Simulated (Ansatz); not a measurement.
Crystal: Pd.

```xyz
1
Lattice="-1.5723 1.5723 1.5723 1.5723 -1.5723 1.5723 1.5723 1.5723 -1.5723" Properties=species:S:1:pos:R:3 pbc="T T T"
Pd    0.0000    0.0000    0.0000
```

This isn't the form of Pd at room conditions, which is fcc.

| Item | Value |
| --- | --- |
| Program | Ansatz 0.2.0 |
| Task | relaxation of cell and atoms |
| Functional | HSEsol |
| Potentials or basis | Ansatz PAW |
| Cutoff | 420 eV (not typed: the program's choice for these potentials) |
| k mesh | 6 × 6 × 6 |
| Occupations | fermi-dirac, width 0.05 eV |
| Spin | no spin polarisation |

At the start: volume 15.55 Å³/atom.

Problem. Where does the relaxation end?

Solution. It ends after 7 steps and the volume is 14.42 Å³/atom (-7.3 %); space group Im-3m (No. 229, to 0.05 Å).

Step by step:
```
step  energy change (eV)  largest force (eV/Å)  volume (Å³)
   1              0.0000                0.0000        15.55
   2             -0.0110                0.0000        13.52
   3             -0.0487                0.0000        14.57
   4             -0.0501                0.0000        14.41
   5             -0.0480                0.0000        14.41
   6             -0.0480                0.0000        14.42
   7             -0.0480                0.0000        14.42
```

Final structure:
```
Pd
1.0
    -1.53320    1.53320    1.53320
     1.53320   -1.53320    1.53320
     1.53320    1.53320   -1.53320
Pd
1
Direct
  0.00000 0.00000 0.00000
```

Caveat: the k mesh is coarse (spacing up to 0.47 Å⁻¹), so the values aren't converged, least of all with exact exchange; the plane-wave basis is chosen anew once the cell has moved, so the energies of steps on either side of that aren't comparable; the PAW data sets come from PBE, with cores solved anew for the run's functional, which leaves a small shift of forces and pressure.
